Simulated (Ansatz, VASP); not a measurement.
One calculation of AlGa3As4, two programs

```xyz
8
Lattice="4.0610 0.0000 0.0000 0.0000 4.0610 0.0000 0.0000 0.0000 11.4757" Properties=species:S:1:pos:R:3 pbc="T T T"
Al    0.0000    0.0000    0.0000
Ga    2.0305    2.0305    2.8660
Ga    0.0000    0.0000    5.7378
Ga    2.0305    2.0305    8.6096
As    2.0305    0.0000    1.4241
As    0.0000    2.0305    4.3022
As    2.0305    0.0000    7.1735
As    0.0000    2.0305   10.0515
```

Alike in both runs: task single point; functional PBE; k mesh 4 × 4 × 1; occupations gaussian, width 0.1 eV; no spin polarisation.

```csv
,VASP,Ansatz
version,VASP 6.6.1,Ansatz 0.2.0
potentials or method,"VASP PAW PBE potentials, release 64 (Al, Ga_d, As)","scalar-relativistic, plane waves, PAW"
plane-wave cutoff (eV),520,420
valence electrons in the cell,62,102
```

Ansatz gave:

```
gap on the k mesh at the Fermi level (eV)       : 0.52
least direct gap on the mesh (eV)               : 0.52
pressure (GPa)                                  : 0.0
largest component of the traceless stress (GPa) : 0.71
rms of the force components (eV/Å)              : 0.007
```

Question: What did VASP give for the same quantities?

Answer: gap on the k mesh at the Fermi level (eV): 0.52; least direct gap on the mesh (eV): 0.52; pressure (GPa): 0.1; largest component of the traceless stress (GPa): 0.72; rms of the force components (eV/Å): 0.008.

Atom by atom the forces differ by 0.001 eV/Å (rms over components). The two sets of potentials don't hold the same shells in valence.

Caveats: the k mesh is coarse (spacing up to 0.55 Å⁻¹), so the values aren't converged; an odd mesh through Γ misses points on the zone boundary, where band edges often lie.
